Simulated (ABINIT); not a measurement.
# KBr (Fm-3m) in ABINIT: further runs, part 2 of 2

ABINIT 10.8.3 (patched build). The steps go on from the part before.

## 3. Band structure, BLYP

File run.abi:

```
ndtset 2

pp_dirpath "./"
pseudos "Br.GGA_PBE-JTH.xml, K.GGA_PBE-JTH.xml"

acell 4.6669047558 4.6669047558 4.6669047558 Angstrom
rprim
     0.0000000000     0.7071067812     0.7071067812
     0.7071067812     0.0000000000     0.7071067812
     0.7071067812     0.7071067812     0.0000000000
ntypat 2
znucl 35 19
natom 2
typat 1 2
xcart
     6.2360962113     6.2360962113     6.2360962113
     0.0000000000     0.0000000000     0.0000000000

ecut 20.0
pawecutdg 40.0

ixc -106131

occopt 3
tsmear 0.00183747

nstep 100

iomode 3
prtwf 0
prteig 0
prtebands 0
prtden1 1

kptopt1 1
ngkpt1 7 7 7
nshiftk1 1
shiftk1 0.0 0.0 0.0
nband1 12
tolvrs1 1.0e-9

iscf2 -2
getden2 1
nband2 16
nbdbuf2 2
tolwfr2 1.0e-12
kptopt2 -9
ndivsm2 6
prteig2 1
kptbounds2
     0.0000000000     0.0000000000     0.0000000000
     0.5000000000     0.0000000000     0.5000000000
     0.5000000000     0.2500000000     0.7500000000
     0.3750000000     0.3750000000     0.7500000000
     0.0000000000     0.0000000000     0.0000000000
     0.5000000000     0.5000000000     0.5000000000
     0.6250000000     0.2500000000     0.6250000000
     0.5000000000     0.2500000000     0.7500000000
     0.5000000000     0.5000000000     0.5000000000
     0.3750000000     0.3750000000     0.7500000000
```

Potentials or basis: JTH PAW PBE v2.0.

Command:

```bash
$ abinit run.abi > log 2>&1
```

run.abo:

```text
.Version 10.8.3 of ABINIT
 DATASET    1 : space group Fm -3 m (#225); Bravais cF (face-center cubic)
================================================================================
 Values of the parameters that define the memory need for DATASET  1.
     intxc =       0    ionmov =       0      iscf =      17    lmnmax =      13
     lnmax =       5     mgfft =      36  mpssoang =       3    mqgrid =    3001
     natom =       2  nloc_mem =       2    nspden =       1   nspinor =       1
    nsppol =       1      nsym =      48    n1xccc =       1    ntypat =       2
    occopt =       3   xclevel =       2
       mpw =        2087          nfft =       46656          nkpt =          20
 PAW method is used; the additional fine FFT grid is defined by:
   mgfftf=        54    nfftf =    157464
================================================================================
================================================================================

 DATASET    2 : space group Fm -3 m (#225); Bravais cF (face-center cubic)
================================================================================
 Values of the parameters that define the memory need for DATASET  2.
     intxc =       0    ionmov =       0      iscf =      -2    lmnmax =      13
     lnmax =       5     mgfft =      36  mpssoang =       3    mqgrid =    3001
     natom =       2  nloc_mem =       2    nspden =       1   nspinor =       1
    nsppol =       1      nsym =      48    n1xccc =       1    ntypat =       2
    occopt =       3   xclevel =       2
       mpw =        2120          nfft =       46656          nkpt =         103
 PAW method is used; the additional fine FFT grid is defined by:
   mgfftf=        54    nfftf =    157464
================================================================================
================================================================================

--------------------------------------------------------------------------------
------------- Echo of variables that govern the present computation ------------
--------------------------------------------------------------------------------
 -outvars: echo values of preprocessed input variables --------
[... 962 lines left out ...]
 kpt#   2, nband= 16, wtk=  1.00000, kpt=  0.0294  0.0000  0.0294 (reduced coord)
  -1.06032   -0.49135   -0.45452   -0.45452   -0.45437   -0.03844   -0.03782   -0.03782
   0.12636    0.23859    0.24028    0.24028    0.26933    0.26998    0.39871    0.51117
 kpt#   3, nband= 16, wtk=  1.00000, kpt=  0.0588  0.0000  0.0588 (reduced coord)
  -1.06032   -0.49162   -0.45455   -0.45455   -0.45398   -0.04055   -0.03816   -0.03816
   0.12968    0.23606    0.24269    0.24269    0.27003    0.27261    0.40318    0.49886
 kpt#   4, nband= 16, wtk=  1.00000, kpt=  0.0882  0.0000  0.0882 (reduced coord)
  -1.06031   -0.49200   -0.45461   -0.45461   -0.45340   -0.04372   -0.03870   -0.03870
   0.13485    0.23218    0.24666    0.24666    0.27118    0.27689    0.41021    0.48717
 kpt#   5, nband= 16, wtk=  1.00000, kpt=  0.1176  0.0000  0.1176 (reduced coord)
  -1.06029   -0.49243   -0.45468   -0.45468   -0.45273   -0.04755   -0.03941   -0.03941
   0.14144    0.22734    0.25213    0.25213    0.27276    0.28266    0.41928    0.47441
 kpt#   6, nband= 16, wtk=  1.00000, kpt=  0.1471  0.0000  0.1471 (reduced coord)
  -1.06027   -0.49283   -0.45477   -0.45477   -0.45207   -0.05163   -0.04026   -0.04026
[... 278 lines left out ...]
  -1.06009   -0.49480   -0.45601   -0.45506   -0.44851   -0.07234   -0.05568   -0.05014
   0.21879    0.25388    0.28574    0.30491    0.31813    0.34203    0.36565    0.37868
 kpt# 100, nband= 16, wtk=  1.00000, kpt=  0.4125  0.4125  0.6750 (reduced coord)
  -1.06008   -0.49389   -0.45639   -0.45515   -0.44939   -0.06975   -0.05737   -0.05014
   0.21762    0.25580    0.27969    0.30060    0.32069    0.33884    0.36956    0.38721
 kpt# 101, nband= 16, wtk=  1.00000, kpt=  0.4000  0.4000  0.7000 (reduced coord)
  -1.06007   -0.49300   -0.45676   -0.45525   -0.45022   -0.06705   -0.05910   -0.05010
   0.21430    0.26012    0.27432    0.29685    0.32390    0.33491    0.37491    0.39528
 kpt# 102, nband= 16, wtk=  1.00000, kpt=  0.3875  0.3875  0.7250 (reduced coord)
  -1.06007   -0.49220   -0.45706   -0.45534   -0.45098   -0.06437   -0.06078   -0.04999
   0.20994    0.26324    0.27150    0.29465    0.32734    0.33085    0.38027    0.39336
 kpt# 103, nband= 16, wtk=  1.00000, kpt=  0.3750  0.3750  0.7500 (reduced coord)
  -1.06006   -0.49155   -0.45724   -0.45541   -0.45164   -0.06294   -0.06117   -0.04981
   0.20542    0.25933    0.27517    0.29533    0.32551    0.33211    0.38082    0.39511

== END DATASET(S) ==============================================================
================================================================================

 -outvars: echo values of variables after computation  --------
            acell      8.8191718442E+00  8.8191718442E+00  8.8191718442E+00 Bohr
           etotal1    -4.2239851585E+01
            fcart1    -0.0000000000E+00 -0.0000000000E+00 -0.0000000000E+00
                      -0.0000000000E+00 -0.0000000000E+00 -0.0000000000E+00
            rprim      0.0000000000E+00  7.0710678120E-01  7.0710678120E-01
                       7.0710678120E-01  0.0000000000E+00  7.0710678120E-01
                       7.0710678120E-01  7.0710678120E-01  0.0000000000E+00
           strten1    -5.1170134808E-05 -5.1170134808E-05 -5.1170134808E-05
                       0.0000000000E+00  0.0000000000E+00  0.0000000000E+00
           xangst      3.2999999978E+00  3.2999999978E+00  3.2999999978E+00
                      -2.2609692140E-09 -2.2609693743E-09 -2.2609692140E-09
             xred      4.9999999966E-01  4.9999999966E-01  4.9999999966E-01
                      -3.4257111731E-10 -3.4257106873E-10 -3.4257111731E-10
 Calculation completed.
```

Wall time 70 s (1 thread of Arm Neoverse V2, shared host); peak memory 0.17 GiB.

Results:

- Free energy: -1149.4049 eV
- Pressure: 1.5 GPa
- Band gap on the k mesh: 4.43 eV, direct
- Band gap along the path: 4.43 eV, direct
- Valence electrons inside the program's atomic spheres: Br 4.97; K 7.15

Levels at the corners of the path, in eV from the valence-band top:
| point | band 4 | band 5 | band 6 | band 7 | band 8 | band 9 | band 10 | band 11 | band 12 | band 13 |
| --- | --- | --- | --- | --- | --- | --- | --- | --- | --- | --- |
| Γ | -11.34 | -11.34 | 0.00 | 0.00 | 0.00 | 4.43 | 7.54 | 7.54 | 7.54 | 8.35 |
| X | -11.38 | -11.38 | -0.80 | -0.28 | -0.28 | 5.89 | 7.12 | 9.26 | 9.54 | 9.62 |
| W | -11.40 | -11.24 | -0.58 | -0.58 | -0.54 | 7.41 | 7.41 | 8.18 | 8.90 | 10.62 |
| K | -11.37 | -11.26 | -0.69 | -0.64 | -0.33 | 6.62 | 8.08 | 8.51 | 9.06 | 9.88 |
| Γ | -11.34 | -11.34 | 0.00 | 0.00 | 0.00 | 4.43 | 7.54 | 7.54 | 7.54 | 8.35 |
| L | -11.35 | -11.09 | -1.17 | -0.33 | -0.33 | 6.65 | 8.25 | 9.64 | 9.64 | 10.07 |
| U | -11.37 | -11.26 | -0.69 | -0.64 | -0.33 | 6.62 | 8.08 | 8.51 | 9.06 | 9.88 |
| W | -11.40 | -11.24 | -0.58 | -0.58 | -0.54 | 7.41 | 7.41 | 8.18 | 8.90 | 10.62 |
| L | -11.35 | -11.09 | -1.17 | -0.33 | -0.33 | 6.65 | 8.25 | 9.64 | 9.64 | 10.07 |
| K | -11.37 | -11.26 | -0.69 | -0.64 | -0.33 | 6.62 | 8.08 | 8.51 | 9.06 | 9.88 |

Caveat: the PAW data sets were made with another functional, which shifts forces and pressure a little. As with any semilocal functional, this BLYP gap is likely too small.

## 4. Band structure, LDA

run.abi, as its differences from that of step 3:

```diff
@@ -1,6 +1,9 @@
+# Datasets: ground state, then fixed potential
 ndtset 2
 
+# Pseudopotentials
 pp_dirpath "./"
-pseudos "Br.GGA_PBE-JTH.xml, K.GGA_PBE-JTH.xml"
+pseudos "Br.upf, K.upf"
 
+# Structure
 acell 4.6669047558 4.6669047558 4.6669047558 Angstrom
@@ -14,16 +17,20 @@
 typat 1 2
-xcart
-     6.2360962113     6.2360962113     6.2360962113
+xred
+     0.5000000000     0.5000000000     0.5000000000
      0.0000000000     0.0000000000     0.0000000000
 
-ecut 20.0
-pawecutdg 40.0
+# Plane-wave basis
+ecut 36.0
 
-ixc -106131
+# Exchange and correlation
+ixc 7
 
+# Bands and occupations
 occopt 3
-tsmear 0.00183747
+tsmear 0.05 eV
 
+# SCF cycle
 nstep 100
 
+# Output
 iomode 3
@@ -34,2 +41,3 @@
 
+# Dataset 1
 kptopt1 1
@@ -39,4 +47,5 @@
 nband1 12
-tolvrs1 1.0e-9
+tolvrs1 1.0e-10
 
+# Dataset 2: bands along G-X-W-K-G-L-U-W-L-K
 iscf2 -2
@@ -47,3 +56,3 @@
 kptopt2 -9
-ndivsm2 6
+ndivsm2 5
 prteig2 1
```

Potentials or basis: PseudoDojo NC SR LDA v0.4.1 standard.

Command:

```bash
$ abinit run.abi > log 2>&1
```

Wall time 3.3 min (1 thread of Arm Neoverse V2, shared host); peak memory 0.18 GiB.

Results (log left out):

```yaml
Free_energy: -1247.1462 eV
Pressure: -1.7 GPa
Band_gap_on_the_k_mesh: 4.03 eV, direct
Band_gap_along_the_path: 4.03 eV, direct
Valence_electrons_inside_the_program's_atomic_spheres: Br 4.25; K 6.92
```

Levels at the corners of the path, in eV from the valence-band top:
```
point  band 4  band 5  band 6  band 7  band 8  band 9  band 10  band 11  band 12  band 13
    Γ  -11.13  -11.13    0.00    0.00    0.00    4.03     7.36     7.36     7.36     8.23
    X  -11.17  -11.17   -0.85   -0.30   -0.30    5.57     6.86     9.14     9.19     9.45
    W  -11.20  -11.05   -0.62   -0.62   -0.57    7.10     7.10     7.96     8.72    10.46
    K  -11.16  -11.07   -0.73   -0.68   -0.35    6.30     7.84     8.16     8.91     9.80
    Γ  -11.13  -11.13    0.00    0.00    0.00    4.03     7.36     7.36     7.36     8.23
    L  -11.14  -10.91   -1.25   -0.35   -0.35    6.25     7.93     9.52     9.52     9.83
    U  -11.16  -11.07   -0.73   -0.68   -0.35    6.30     7.84     8.16     8.91     9.80
    W  -11.20  -11.05   -0.62   -0.62   -0.57    7.10     7.10     7.96     8.72    10.46
    L  -11.14  -10.91   -1.25   -0.35   -0.35    6.25     7.93     9.52     9.52     9.83
    K  -11.16  -11.07   -0.73   -0.68   -0.35    6.30     7.84     8.16     8.91     9.80
```

## 5. Equation of state, BLYP

File run.abi:

```
# Datasets: one volume each
ndtset 7
getwfk -1
scalecart1 3*0.9795861087
scalecart2 3*0.9864848297
scalecart3 3*0.9932883884
scalecart4 3*1.0000000000
scalecart5 3*1.0066227096
scalecart6 3*1.0131594038
scalecart7 3*1.0196128224

# Pseudopotentials
pp_dirpath "./"
pseudos "Br.GGA_PBE-JTH.xml, K.GGA_PBE-JTH.xml"

# Structure
acell 3*1.0
rprim
     0.0000000000     6.2360962113     6.2360962113
     6.2360962113     0.0000000000     6.2360962113
     6.2360962113     6.2360962113     0.0000000000
ntypat 2
znucl 35 19
natom 2
typat 1 2
xred
     0.5000000000     0.5000000000     0.5000000000
     0.0000000000     0.0000000000     0.0000000000

# Plane-wave basis
ecut 544.227725 eV
pawecutdg 40.0

# k points
kptopt 1
ngkpt 7 7 7
nshiftk 1
shiftk 0.0 0.0 0.0

# Exchange and correlation
ixc -106131

# Bands and occupations
nband 12
occopt 3
tsmear 0.00183747

# SCF cycle
nstep 100
tolvrs 1.0e-9

# Output
iomode 3
prtwf 1
prtden 0
prteig 0
prtebands 0
enunit 2
```

Potentials or basis: JTH PAW PBE v2.0.

Command:

```bash
$ abinit run.abi > log 2>&1
```

run.abo:

```text
.Version 10.8.3 of ABINIT
 DATASET    1 : space group Fm -3 m (#225); Bravais cF (face-center cubic)
================================================================================
 Values of the parameters that define the memory need for DATASET  1.
     intxc =       0    ionmov =       0      iscf =      17    lmnmax =      13
     lnmax =       5     mgfft =      36  mpssoang =       3    mqgrid =    3001
     natom =       2  nloc_mem =       2    nspden =       1   nspinor =       1
    nsppol =       1      nsym =      48    n1xccc =       1    ntypat =       2
    occopt =       3   xclevel =       2
       mpw =        1968          nfft =       46656          nkpt =          20
 PAW method is used; the additional fine FFT grid is defined by:
   mgfftf=        50    nfftf =    125000
================================================================================
================================================================================
[... 71 lines left out ...]
 DATASET    7 : space group Fm -3 m (#225); Bravais cF (face-center cubic)
================================================================================
 Values of the parameters that define the memory need for DATASET  7.
     intxc =       0    ionmov =       0      iscf =      17    lmnmax =      13
     lnmax =       5     mgfft =      40  mpssoang =       3    mqgrid =    3001
     natom =       2  nloc_mem =       2    nspden =       1   nspinor =       1
    nsppol =       1      nsym =      48    n1xccc =       1    ntypat =       2
    occopt =       3   xclevel =       2
       mpw =        2213          nfft =       64000          nkpt =          20
 PAW method is used; the additional fine FFT grid is defined by:
[... 1461 lines left out ...]
            acell      1.0000000000E+00  1.0000000000E+00  1.0000000000E+00 Bohr
           etotal1    -4.2237698314E+01
           etotal2    -4.2238567346E+01
           etotal3    -4.2239277089E+01
           etotal4    -4.2239851585E+01
           etotal5    -4.2240294084E+01
           etotal6    -4.2240625649E+01
           etotal7    -4.2240854560E+01
            fcart1    -0.0000000000E+00 -0.0000000000E+00 -0.0000000000E+00
                      -0.0000000000E+00 -0.0000000000E+00 -0.0000000000E+00
            fcart2    -0.0000000000E+00 -0.0000000000E+00 -0.0000000000E+00
                      -0.0000000000E+00 -0.0000000000E+00 -0.0000000000E+00
            fcart3    -0.0000000000E+00 -0.0000000000E+00 -0.0000000000E+00
                      -0.0000000000E+00 -0.0000000000E+00 -0.0000000000E+00
            fcart4    -0.0000000000E+00 -0.0000000000E+00 -0.0000000000E+00
                      -0.0000000000E+00 -0.0000000000E+00 -0.0000000000E+00
            fcart5    -0.0000000000E+00 -0.0000000000E+00 -0.0000000000E+00
                      -0.0000000000E+00 -0.0000000000E+00 -0.0000000000E+00
[... 38 lines left out ...]
                       0.0000000000E+00  0.0000000000E+00  0.0000000000E+00
           xangst1     3.2326341565E+00  3.2326341565E+00  3.2326341565E+00
                       0.0000000000E+00  0.0000000000E+00  0.0000000000E+00
           xangst2     3.2553999358E+00  3.2553999358E+00  3.2553999358E+00
                       0.0000000000E+00  0.0000000000E+00  0.0000000000E+00
           xangst3     3.2778516795E+00  3.2778516795E+00  3.2778516795E+00
                       0.0000000000E+00  0.0000000000E+00  0.0000000000E+00
           xangst4     3.2999999978E+00  3.2999999978E+00  3.2999999978E+00
                       0.0000000000E+00  0.0000000000E+00  0.0000000000E+00
           xangst5     3.3218549394E+00  3.3218549394E+00  3.3218549394E+00
                       0.0000000000E+00  0.0000000000E+00  0.0000000000E+00
           xangst6     3.3434260303E+00  3.3434260303E+00  3.3434260303E+00
                       0.0000000000E+00  0.0000000000E+00  0.0000000000E+00
           xangst7     3.3647223117E+00  3.3647223117E+00  3.3647223117E+00
                       0.0000000000E+00  0.0000000000E+00  0.0000000000E+00
             xred      5.0000000000E-01  5.0000000000E-01  5.0000000000E-01
                       0.0000000000E+00  0.0000000000E+00  0.0000000000E+00
 Calculation completed.
```

Run time: 1.7 min. Hardware: 1 thread of Arm Neoverse V2, shared host; peak memory 0.17 GiB.

What came out:

| Quantity | Value |
| --- | --- |
| Equilibrium volume | 39.67 Å³/atom (rough: see the caveat) |
| Bulk modulus | 12.3 GPa (rough) |

Energy against volume, from the lowest point:
| volume (Å³/atom) | energy (meV/atom) |
| --- | --- |
| 33.781 | 42.94 |
| 34.500 | 31.12 |
| 35.218 | 21.46 |
| 35.937 | 13.65 |
| 36.656 | 7.63 |
| 37.374 | 3.11 |
| 38.093 | 0.00 |

Caveat: pressures at fixed basis lie under the slope of the energies; the minimum lies outside the volumes run; the PAW data sets were made with another functional, which shifts forces and pressure a little.

## 6. Equation of state, SOGGA

run.abi, as its differences from that of step 5:

```diff
@@ -16,7 +16,7 @@
 # Structure
-acell 3*1.0
+acell 4.6669047558 4.6669047558 4.6669047558 Angstrom
 rprim
-     0.0000000000     6.2360962113     6.2360962113
-     6.2360962113     0.0000000000     6.2360962113
-     6.2360962113     6.2360962113     0.0000000000
+     0.0000000000     0.7071067812     0.7071067812
+     0.7071067812     0.0000000000     0.7071067812
+     0.7071067812     0.7071067812     0.0000000000
 ntypat 2
@@ -40,3 +40,3 @@
 # Exchange and correlation
-ixc -106131
+ixc -150130
 
@@ -45,3 +45,3 @@
 occopt 3
-tsmear 0.00183747
+tsmear 0.05 eV
```

Potentials or basis: JTH PAW PBE v2.0.

Command:

```bash
$ abinit run.abi > log 2>&1
```

Run time: 2.3 min. Hardware: 1 thread of Arm Neoverse V2, shared host; peak memory 0.17 GiB.

Results (log left out):

| Quantity | Value |
| --- | --- |
| Equilibrium volume | 35.19 Å³/atom |
| Bulk modulus | 15.2 GPa |
| Pressure derivative of the bulk modulus | 5.2 |

Energy against volume, from the lowest point:
| volume (Å³/atom) | energy (meV/atom) |
| --- | --- |
| 33.781 | 2.92 |
| 34.500 | 0.67 |
| 35.218 | 0.00 |
| 35.937 | 0.69 |
| 36.656 | 2.64 |
| 37.374 | 5.66 |
| 38.093 | 9.61 |

Caveat: pressures at fixed basis lie under the slope of the energies; the PAW data sets were made with another functional, which shifts forces and pressure a little.

## 7. Equation of state, RPBE

run.abi, as its differences from that of step 6:

```diff
@@ -16,3 +16,3 @@
 # Structure
-acell 4.6669047558 4.6669047558 4.6669047558 Angstrom
+acell 8.8191718382 8.8191718382 8.8191718382
 rprim
@@ -30,3 +30,3 @@
 # Plane-wave basis
-ecut 544.227725 eV
+ecut 20.0
 pawecutdg 40.0
@@ -40,3 +40,3 @@
 # Exchange and correlation
-ixc -150130
+ixc 15
```

Command:

```bash
$ abinit run.abi > log 2>&1
```

It took 91 s on 1 thread of Arm Neoverse V2, shared host; peak memory 0.17 GiB.

The run converged. Its results:

| Item | Value |
| --- | --- |
| Equilibrium volume | 41.69 Å³/atom (rough: see the caveat) |
| Bulk modulus | 10.3 GPa (rough) |

Energy against volume, from the lowest point:
| volume (Å³/atom) | energy (meV/atom) |
| --- | --- |
| 33.781 | 60.16 |
| 34.500 | 45.32 |
| 35.218 | 32.72 |
| 35.937 | 21.98 |
| 36.656 | 13.14 |
| 37.374 | 5.85 |
| 38.093 | 0.00 |

Caveat: pressures at fixed basis lie under the slope of the energies; the minimum lies outside the volumes run; the PAW data sets were made with another functional, which shifts forces and pressure a little.

## 8. The runs side by side

```tsv
task	level	potentials or basis	cutoff (eV)	fine-grid cutoff	gap on the mesh (eV)	pressure (GPa)
equation of state	revPBE+D3	JTH PAW PBE v2.0	544	1088.46 eV	-	-
band structure	BLYP	JTH PAW PBE v2.0	544	1088.46 eV	4.43	1.5
band structure	LDA	PseudoDojo NC SR LDA v0.4.1 standard	980	-	4.03	-1.7
equation of state	BLYP	JTH PAW PBE v2.0	544	1088.46 eV	-	-
equation of state	SOGGA	JTH PAW PBE v2.0	544	1088.46 eV	-	-
equation of state	RPBE	JTH PAW PBE v2.0	544	1088.46 eV	-	-
```

Alike in all rows: no spin polarisation; cell as given; k mesh 7 × 7 × 7; smearing fermi-dirac 0.05 eV.

Caveats: the PAW data sets were made with another functional, which shifts forces and pressure a little (some runs); pressures at fixed basis lie under the slope of the energies (some runs); the minimum lies outside the volumes run (some runs).

Absolute energies hang on the potentials; compare differences alone.
